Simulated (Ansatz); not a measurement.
## V2NO2 MXene bilayer (AA) in a perpendicular field

What dipole does a perpendicular field induce in the V2NO2 MXene bilayer (AA)? A positive field points along +c.

Method: plane-wave DFT, LDA, Ansatz PAW, in the first sound run; inputs show where later runs differ, in Ansatz 0.2.0.

## Step 1: Starting point

The cell holds 10 atoms: 4 O, 4 V and 2 N. Cell: a = 2.941 Å, b = 2.941 Å, c = 55.043 Å, α = 90.0°, β = 90.0°, γ = 120.0°. Regions: layer 1: V2NO2 MXene, 5 atoms (2 O, 2 V and 1 N); layer 2: V2NO2 MXene, 5 atoms (2 O, 2 V and 1 N). Vacuum lies along c.

## Step 2: Relaxation

The starting cell is a guess, so the in-plane lattice and the atoms are relaxed first, with the slab cut off from its images along the normal.

Input file input.yaml:

```yaml
crystal:
  lattice:
    - [2.940652, 0.0, 0.0]
    - [-1.470326, 2.5466793357, 0.0]
    - [0.0, 0.0, 55.0434617317]
  atoms:
    - { symbol: O, position: [0.3333333333, 0.6666666667, 0.3906004333] }
    - { symbol: V, position: [0.6666666667, 0.3333333333, 0.4110490472], spin: 2.0 }
    - { symbol: "N", position: [0.0, 0.0, 0.4321288067] }
    - { symbol: V, position: [0.3333333333, 0.6666666667, 0.4532085662], spin: 2.0 }
    - { symbol: O, position: [0.6666666667, 0.3333333333, 0.4736571801] }
    - { symbol: O, position: [0.3333333333, 0.6666666667, 0.5263428199] }
    - { symbol: V, position: [0.6666666667, 0.3333333333, 0.5467914338], spin: -2.0 }
    - { symbol: "N", position: [0.0, 0.0, 0.5678711933] }
    - { symbol: V, position: [0.3333333333, 0.6666666667, 0.5889509528], spin: -2.0 }
    - { symbol: O, position: [0.6666666667, 0.3333333333, 0.6093995667] }
  periodic: [true, true, false]
magnetization:
  spin_polarized: true
kpoints:
  mp_grid: { grid: [12, 12, 1] }
hamiltonian:
  xc: lda
scf:
  occupations: { method: fermi_dirac, width: 0.05 }
  convergence: { dr2_threshold: 1.0e-09 }
relax:
  f_tol: 0.004
  max_steps: 90
  cell: {}
output:
  write_potential: true
  write_density: true
  volumetric_format: npy
```

Command:

```console
$ ansatz run input.yaml --threads 4 --pin off --max-ram 6144MiB --backend cpu --events-out ev --progress --plain --runs-dir out
```

The program printed:

```text
Warning: relax.cell: scf.convergence.dr2_threshold = 1e-9 eV is looser than the 2.05797646985e-10 eV advised for a relaxation that steers and ends on the stress (1e-10 eV for each atom of the cell: 10, times the square of relax.cell.stress_2d_tol = 0.05 N/m over 22.0 Å (the atoms' height at the walk's start and 5 Å past either face), 2.268e-2 GPa, over a crystal's default 0.05). What an SCF threshold leaves in a stress goes as its square root, and in the free energy as the threshold itself, and one threshold admits the most on a small cell: [figures from the program's tests cut] Set scf.convergence.dr2_threshold to 2.05797646985e-10 eV or tighter. [rest of the remark cut]
Engine: ansatz 0.2.0, x86_64-unknown-linux-gnu
Pseudopotentials: kind: paw
Pseudopotential: O, paw, valence charge 6, recommended cutoff 420 eV (normal), O.paw.azcp
Pseudopotential: V, paw, valence charge 13, recommended cutoff 420 eV (normal), V.paw.azcp
Pseudopotential: N, paw, valence charge 5, recommended cutoff 420 eV (normal), N.paw.azcp
Functional definition: SPW92
  exchange = slater_x
  correlation = pw_c
Crystal: 10 atoms, lattice volume = 412.215 Å³
Basis set: ecut = 420 eV, 7959 PW (Γ)
Bands: 57, of which v1, the nominal top of the filled ones, is band 43 counted from 1 (42 counted from 0)
Symmetry: 6 space group operations
Space group: P3m1 (ITA 156), of the structure as read, at distance tolerance 7.4e-5 Å
Magnetic group: BNS 164.87 (UNI 1317), of the structure as read, at distance tolerance 7.4e-5 Å
k-points: 19 of 144 (time reversal used)
Non-local potential: O, projectors of the file, l = 0: 2, l = 1: 2, l = 2: 1
Non-local potential: V, projectors of the file, l = 0: 3, l = 1: 2, l = 2: 3, l = 3: 1
Non-local potential: N, projectors of the file, l = 0: 2, l = 1: 2, l = 2: 1
PAW form: soft (Blöchl's): semilocal exchange-correlation on the pseudo side does not see the compensation charge
PAW frozen core: O, regenerated for the run's functional, and the local potential with it (the file was generated under x = pbe(κ = 0.804, μ = 0.219515), c = pbe(β = 0.066725))
PAW frozen core: V, regenerated for the run's functional, and the local potential with it (the file was generated under x = pbe(κ = 0.804, μ = 0.219515), c = pbe(β = 0.066725))
PAW frozen core: N, regenerated for the run's functional, and the local potential with it (the file was generated under x = pbe(κ = 0.804, μ = 0.219515), c = pbe(β = 0.066725))
PAW one-centre angular grid: O, 110 points (default); XC on 64 Gauss nodes
PAW one-centre angular grid: V, 590 points (default); XC on 64 Gauss nodes
PAW one-centre angular grid: N, 110 points (default); XC on 64 Gauss nodes
Initial density: superposition of atomic densities (neutral atoms: chi_scale 0, normalization atom)
Starting moments: Σ|m| = 8 μB on 4 of 10 sites
Starting magnetic order: antiferromagnet; an inversion exchanges its spin sublattices: spin-degenerate at every k-point
Initial wavefunctions: pseudopotential atomic-orbital guess
Functional: x = slater, c = lda
SCF iter   1: F=—  HF=-14427.710630 eV  |F-HF|=—  |Δ(HF+E_count)|=         —  Δρ=5.50e-2 (↑5.50e-2 ↓5.50e-2)  dr2=4.50e1  dr2_m=2.39e0  M=0.000 μB ∫|m|=4.699 μB  β_m=0.30  ethr=3.10e-3  ⟨swp⟩=12.5  Hψ=13836  notcnv=0  defer=5
Mixer restart at iter 1: flushing history
preconditioner: auto → LDOS  [metal: Δε(μ)=0.021 eV  Ē_g=10.517 eV  σ=0.050 eV  W_gap=0.11  n_scr=36 (ndim 8)  ℏωp=13.4 eV  f_vac=0.726  D(μ)=7.86/eV (n_scr^D=32)]
spin=Collinear: LDOS preconditioning applied to the charge; magnetization (m = ρ↑ − ρ↓) channel mixes plain (no charge-response kernel on spin).
SCF iter   2: F=—  HF=-14420.714628 eV  |F-HF|=—  |Δ(HF+E_count)|=    7.00e0  Δρ=3.47e-2 (↑3.47e-2 ↓3.47e-2)  dr2=1.79e1  dr2_m=1.13e0  M=0.001 μB ∫|m|=4.605 μB  β_m=0.54  ethr=3.10e-3  ⟨swp⟩=3.5  Hψ=4738  notcnv=0  defer=76
SCF iter   3: F=—  HF=-14416.698146 eV  |F-HF|=—  |Δ(HF+E_count)|=    4.02e0  Δρ=8.13e-3 (↑8.13e-3 ↓8.10e-3)  dr2=1.31e-1  dr2_m=1.69e-1  M=0.000 μB ∫|m|=3.827 μB  β_m=0.61  ethr=3.10e-3  ⟨swp⟩=4.6  Hψ=5821  notcnv=0  defer=94
SCF iter   4: F=—  HF=-14417.678911 eV  |F-HF|=—  |Δ(HF+E_count)|=         —  Δρ=2.14e-2 (↑2.14e-2 ↓2.13e-2)  dr2=1.28e-1  dr2_m=1.69e0  M=-0.000 μB ∫|m|=1.151 μB  β_m=0.61  ethr=1.52e-4  ⟨swp⟩=4.2  Hψ=6333  notcnv=0  defer=94
SCF iter   5: F=—  HF=-14417.396347 eV  |F-HF|=—  |Δ(HF+E_count)|=   2.83e-1  Δρ=9.29e-3 (↑9.28e-3 ↓9.29e-3)  dr2=3.61e-2  dr2_m=3.18e-1  M=-0.000 μB ∫|m|=0.738 μB  β_m=0.81  ethr=1.48e-4  ⟨swp⟩=3.9  Hψ=4943  notcnv=0  defer=94
SCF iter   6: F=—  HF=-14417.351400 eV  |F-HF|=—  |Δ(HF+E_count)|=   4.49e-2  Δρ=2.90e-3 (↑2.90e-3 ↓2.87e-3)  dr2=4.72e-3  dr2_m=3.06e-2  M=-0.001 μB ∫|m|=0.213 μB  β_m=0.81  ethr=4.20e-5  ⟨swp⟩=5.3  Hψ=5394  notcnv=0  defer=48
SCF iter   7: F=—  HF=-14417.346136 eV  |F-HF|=—  |Δ(HF+E_count)|=   5.26e-3  Δρ=6.67e-4 (↑6.61e-4 ↓6.67e-4)  dr2=3.35e-4  dr2_m=1.54e-3  M=-0.000 μB ∫|m|=0.054 μB  β_m=0.80  ethr=5.49e-6  ⟨swp⟩=4.2  Hψ=5734  notcnv=0  defer=37
SCF iter   8: F=—  HF=-14417.346032 eV  |F-HF|=—  |Δ(HF+E_count)|=   1.05e-4  Δρ=7.16e-5 (↑6.95e-5 ↓7.16e-5)  dr2=2.26e-5  dr2_m=1.27e-5  M=-0.000 μB ∫|m|=0.004 μB  β_m=0.81  ethr=3.89e-7  ⟨swp⟩=3.2  Hψ=5015  notcnv=0  defer=37
SCF iter   9: F=—  HF=-14417.346052 eV  |F-HF|=—  |Δ(HF+E_count)|=   2.00e-5  Δρ=3.47e-5 (↑3.39e-5 ↓3.47e-5)  dr2=1.53e-7  dr2_m=4.35e-6  M=-0.000 μB ∫|m|=0.002 μB  β_m=0.90  ethr=2.62e-8  ⟨swp⟩=3.5  Hψ=5095  notcnv=0  defer=36
SCF iter  10: F=—  HF=-14417.346054 eV  |F-HF|=—  |Δ(HF+E_count)|=   2.09e-6  Δρ=4.77e-6 (↑4.77e-6 ↓4.51e-6)  dr2=5.14e-8  dr2_m=6.47e-8  M=-0.000 μB ∫|m|=0.001 μB  β_m=0.95  ethr=1.78e-10  ⟨swp⟩=4.2  Hψ=5981  notcnv=0  defer=36
SCF iter  11: F=—  HF=-14417.346054 eV  |F-HF|=—  |Δ(HF+E_count)|=   1.76e-7  Δρ=2.78e-6 (↑2.77e-6 ↓2.78e-6)  dr2=2.88e-8  dr2_m=2.28e-8  M=0.000 μB ∫|m|=0.001 μB  β_m=0.98  ethr=5.98e-11  ⟨swp⟩=3.3  Hψ=4971  notcnv=0  defer=36
SCF iter  12: F=—  HF=-14417.346054 eV  |F-HF|=—  |Δ(HF+E_count)|=   1.00e-9  Δρ=1.67e-6 (↑1.67e-6 ↓1.66e-6)  dr2=2.27e-9  dr2_m=9.86e-9  M=-0.000 μB ∫|m|=0.001 μB  β_m=0.99  ethr=3.34e-11  ⟨swp⟩=3.6  Hψ=5128  notcnv=0  defer=36
SCF iter  13: F=—  HF=-14417.346054 eV  |F-HF|=—  |Δ(HF+E_count)|=  6.58e-10  Δρ=9.20e-7 (↑8.47e-7 ↓9.20e-7)  dr2=2.20e-9  dr2_m=2.30e-9  M=0.000 μB ∫|m|=0.000 μB  β_m=0.99  ethr=2.64e-12  ⟨swp⟩=3.3  Hψ=5274  notcnv=0  defer=36
[...]
relax step  10: F+E_penalty+E_count = -14418.94200300 eV  Δ(F+E_penalty+E_count) = -1.307e-3 eV  max|allowed force component| = 7.439e-3 eV/Å  Δτ_max = 0.0045 Å  P = -0.154 N/m  Ω = 387.354 Å³  energy of the carried Pulay correction = +1.007e-3 eV  fix = [c, alpha, beta]  reactions: c -0.000 N/m  (8 SCF iters, accepted)
relax step  11: F+E_penalty+E_count = -14418.94214391 eV  Δ(F+E_penalty+E_count) = -1.409e-4 eV  max|allowed force component| = 5.290e-4 eV/Å  Δτ_max = 0.0009 Å  P = -0.007 N/m  Ω = 387.268 Å³  energy of the carried Pulay correction = +1.134e-3 eV  fix = [c, alpha, beta]  reactions: c -0.000 N/m  (7 SCF iters, accepted)
iter 1 solved again at ethr=4.03e-8 eV; its pass at ethr=3.10e-3 eV (dr2=3.47e-5 eV) is discarded
SCF iter   1: F=—  HF=-14418.940944 eV  |F-HF|=—  |Δ(HF+E_count)|=         —  Δρ=5.91e-6 (↑5.91e-6 ↓5.91e-6)  dr2=7.59e-8  dr2_m=5.67e-11  M=0.000 μB ∫|m|=0.000 μB  β_m=0.65  ethr=4.03e-8  ⟨swp⟩=7.9  Hψ=25499  notcnv=0
preconditioner: auto → LDOS  [metal: Δε(μ)=0.009 eV  Ē_g=9.301 eV  σ=0.050 eV  W_gap=0.04  n_scr=32 (ndim 8)  ℏωp=13.9 eV  f_vac=0.752  D(μ)=8.74/eV (n_scr^D=34)]
spin=Collinear: LDOS preconditioning applied to the charge; magnetization (m = ρ↑ − ρ↓) channel mixes plain (no charge-response kernel on spin).
SCF iter   2: F=—  HF=-14418.940874 eV  |F-HF|=—  |Δ(HF+E_count)|=   6.95e-5  Δρ=1.92e-6 (↑1.92e-6 ↓1.92e-6)  dr2=1.12e-8  dr2_m=1.61e-11  M=0.000 μB ∫|m|=0.000 μB  β_m=0.55  ethr=8.83e-11  ⟨swp⟩=5.2  Hψ=6830  notcnv=0
SCF iter   3: F=—  HF=-14418.940874 eV  |F-HF|=—  |Δ(HF+E_count)|=   2.52e-9  Δρ=6.67e-7 (↑6.67e-7 ↓6.67e-7)  dr2=1.23e-9  dr2_m=1.10e-11  M=0.000 μB ∫|m|=0.000 μB  β_m=0.67  ethr=1.31e-11  ⟨swp⟩=3.5  Hψ=4466  notcnv=0
SCF iter   4: F=-14418.940874 eV  HF=-14418.940874 eV  |F-HF|=2.31e-10  |Δ(HF+E_count)|=   1.48e-9  Δρ=8.51e-8 (↑8.51e-8 ↓8.46e-8)  dr2=6.19e-11  dr2_m=1.05e-12  M=0.000 μB ∫|m|=0.000 μB  ethr=1.16e-12  ⟨swp⟩=15.4  Hψ=19161  notcnv=0
the starting moments were not kept: the SCF closed with an absolute magnetisation of 1.4e-5 μB, where they sum to 8 μB in size (4 sites). That is at most 0.1 of that sum. Measured as dr2_m measures the in/out step, that magnetisation stands 4.0e-11 eV from none, at or under the dr2_threshold of 1.0e-9 eV: it is no larger than a step whose dr2_m would equal this threshold.
SCF 12 converged in 4 iterations: F = -14418.940874 eV  dr2 = 6.19e-11
relax step  12: F+E_penalty+E_count = -14418.94087406 eV  Δ(F+E_penalty+E_count) = +1.270e-3 eV  max|allowed force component| = 5.291e-4 eV/Å  Δτ_max = 0.0000 Å  P = -0.026 N/m  Ω = 387.268 Å³  fix = [c, alpha, beta]  reactions: c -0.000 N/m  stress off target by 2.58e-2 N/m on what of the cell is left free  SCF on the basis re-selected at this cell (its energy is not comparable with the rows above)  (4 SCF iters)
basis re-selected at this cell: Δ(F+E_penalty+E_count) = +1.270e-3 eV, ΔP = -0.019 N/m vs the last step (what re-selecting the basis moved, of the pressure what is left beyond the Pulay correction that the steps carried, after the strain that the cell walked since its last selection, with what the two solves' SCF thresholds leave and, on support functions, any second-order correction that the steps lacked; it is no m [...]
WARN: The output density's exchange-correlation potential varies sharply where the density is thin. Do not read a vacuum level from v_tot or v_xc, or from such a field of the output density. On a cell that repeats whose density bears no net charge and no dipole along the vacuum's axis use v_es (v_loc + v_h of the components); under efield.dipole_correction with no amplitude use v_es + v_field, which holds any externa [...]
SCF converged after 4 iterations
Magnetization: 0.0000 μB (43.0000 up, 43.0000 down)
Absolute magnetization: 0.0000 μB (∫|ρ↑−ρ↓|, with the PAW one-centre terms)
Spin contamination: 0.0000 ħ² per cell (⟨S²⟩ above its minimum at these occupations)
Per-site moments (μB) at R_I (Å): [(-9.532997e-9, 0.789962), (2.402799e-6, 0.789962), (9.317218e-8, 0.825672), (2.949103e-6, 0.789858), (9.647093e-9, 0.789858), (-6.629911e-9, 0.789858), (-2.725841e-6, 0.789858), (-8.289607e-8, 0.825672), (-2.123913e-6, 0.789962), (9.815666e-9, 0.789962)]
Free energy (F): -14418.940874 eV
Harris-Foulkes:  -14418.940874 eV  (|F-HF|=2.31e-10)
Internal energy: -14418.870700 eV  (E = F + TS)
E sigma→0 (E₀):  -14418.905787 eV
Entropy (-TS):   -0.070175 eV (-7.017 meV/atom)
Fermi energy:    -6.508218 eV
--- Per-component energies (eV) ---
  E_band       = -2438.984668
  E_kinetic    = 2315.951727
  E_local      = -913811.448230  (includes V_loc(G=0)·N_el)
  E_nonlocal   = 118.381761
  E_hartree    = 455549.855963
  E_xc         = -931.502742
  E_vxc        = -1191.338062  (∫ρ·V_xc dr)
  E_paw        = -5064.172339  (= ΣΔE_a)
  E_vpaw       = -970.255941  (= ΣTr[D̂ρ^β])
  E_aug_tail   = 0.011120  (compensation charges beyond the density's cutoff)
  E_ewald      = 447402.119667
  E_core_change = 1.932373  (= ΣΔE_core)
  E_smearing   = -0.070175  (= −TS)
  E_closure    = -0.000000  (closes the sum)
  Σ components = -14418.940874   (vs F -14418.940874, Δ=0.00e0)
--- Forces (eV/Å), atoms counted from 1 ---
  atom   1  O      0.00000000     0.00000000     0.00052915
  atom   2  V      0.00000000     0.00000000     0.00034539
  atom   3  N     -0.00000000     0.00000000    -0.00022328
  atom   4  V      0.00000000    -0.00000000    -0.00029644
  atom   5  O      0.00000000    -0.00000000    -0.00004619
  atom   6  O      0.00000000     0.00000000     0.00004665
  atom   7  V      0.00000000     0.00000000     0.00029730
  atom   8  N      0.00000000     0.00000000     0.00022315
  atom   9  V      0.00000000    -0.00000000    -0.00034730
  atom  10  O      0.00000000    -0.00000000    -0.00052832
  max |Σ_I F_I| component: 1.10e-7 eV/Å
--- 2D stress c σ (N/m, compression-positive) ---
       -0.025795       0.000000       0.000000
        0.000000      -0.025795      -0.000000
        0.000000      -0.000000      -0.000000
  P = ½ c Tr σ = -0.0258 N/m
--- Band table (eV; the first three rows and the last of 38) ---
  k-point 0 ↑: bands = [... 39 lower, -9.0258, -7.6866, -7.6866, -7.6813, -7.6813, -6.6173, -6.4882, -6.4256, ... 10 higher]
  k-point 1 ↑: bands = [... 39 lower, -8.9719, -7.4844, -7.4485, -7.2996, -7.2851, -6.7430, -6.6974, -6.3925, ... 10 higher]
  k-point 2 ↑: bands = [... 39 lower, -9.0607, -7.5684, -7.4671, -6.8571, -6.8383, -6.4366, -6.4113, -6.1179, ... 10 higher]
  k-point 18 ↓: bands = [... 39 lower, -10.5002, -6.6810, -6.6678, -6.5481, -6.5481, -6.4963, -6.4963, -5.3598, ... 10 higher]
  the weakly bound empty levels are not read free of the cell's end (no_gap_told)
--- Relaxed structure (10 steps of the walk, 9 accepted, 2 SCFs on fresh bases) ---
  F+E_penalty+E_count = -14418.94087406 eV   max|allowed force component| = 5.291e-4 eV/Å   (the final SCF, on the basis selected at the relaxed cell)
  cell:  # Å, volume = 387.2685 Å³
    - [2.850282, -3.344345e-18, 0]
    - [-1.425141, 2.468417, 0]
    - [0, 0, 55.0434617317]
  atoms:
    - { symbol: O, position: [0.333333, 0.666667, 0.400658] }
    - { symbol: V, position: [0.666667, 0.333333, 0.418453] }
    - { symbol: N, position: [1.460050e-17, 0, 0.439155] }
    - { symbol: V, position: [0.333333, 0.666667, 0.459862] }
    - { symbol: O, position: [0.666667, 0.333333, 0.477648] }
    - { symbol: O, position: [0.333333, 0.666667, 0.522352] }
    - { symbol: V, position: [0.666667, 0.333333, 0.540138] }
    - { symbol: N, position: [-1.460050e-17, 0, 0.560845] }
    - { symbol: V, position: [0.333333, 0.666667, 0.581547] }
    - { symbol: O, position: [0.666667, 0.333333, 0.599342] }
```

The job ended after 1.9 min (4 threads of AMD EPYC 9R45, shared host; peak memory 1.4 GiB).

Relaxation path:

```tsv
step	energy less that of the first step (eV)	largest force component (eV/Å)	volume (Å³)
1	0.0000	2.7518	412.21
2	-1.3652	0.9258	399.78
3	-1.5868	0.2229	382.52
4	-1.6147	0.0887	386.64
5	-1.6074	0.1790	388.42
6	-1.6182	0.0277	387.98
7	-1.6186	0.0092	388.18
8	-1.6190	0.0011	388.03
9*	-1.5946	0.0012	388.03
10	-1.5959	0.0074	387.35
11	-1.5961	0.0005	387.27
12*	-1.5948	0.0005	387.27
```

Relaxation steps marked * repeat the geometry before them on a plane-wave basis chosen anew for their cell, so energy and pressure can jump there. Relaxation step 5 was tried and not accepted.

The run keeps the 6 symmetry operations that the program found, so distortions that break them were not tested.

```tsv
cell as run	before	after	change
a (Å)	2.941	2.850	-3.1 %
b (Å)	2.941	2.850	-3.1 %
```

The atoms that moved most (Å, along periodic axes as changes of fractional coordinates times the final cell, across vacuum about the mean position):

```tsv
atom	dx	dy	dz	length
O1	0.000	0.000	0.554	0.554
O10	0.000	0.000	-0.554	0.554
V2	0.000	0.000	0.408	0.408
V9	0.000	0.000	-0.408	0.408
N3	0.000	0.000	0.387	0.387
N8	0.000	0.000	-0.387	0.387
V7	0.000	0.000	-0.366	0.366
V4	0.000	0.000	0.366	0.366
```

Numbers from this step:

```
energy at zero smearing : -14418.9058 eV
```

The lattice constant a goes from 2.941 to 2.850 Å.

(Part 1 of 3 ends here.)

[Long decimals in the printed logs are rounded to 6 places.]

[Logs are printed without paths, hosts, clocks, repeated set-up lines and the standing remarks that a program may print on its own settings, such as how far it seeks lower states.]

[Hosts, paths, dates, database ids (printed as entryN), source tags and the programs' standing remarks are cut or masked in the printed files.]

[Maps of the electrostatic potential energy from Ansatz leave out the sawtooth potential of an applied field or a dipole correction, so their vacuum need not be flat; planar profiles and work functions include it.]
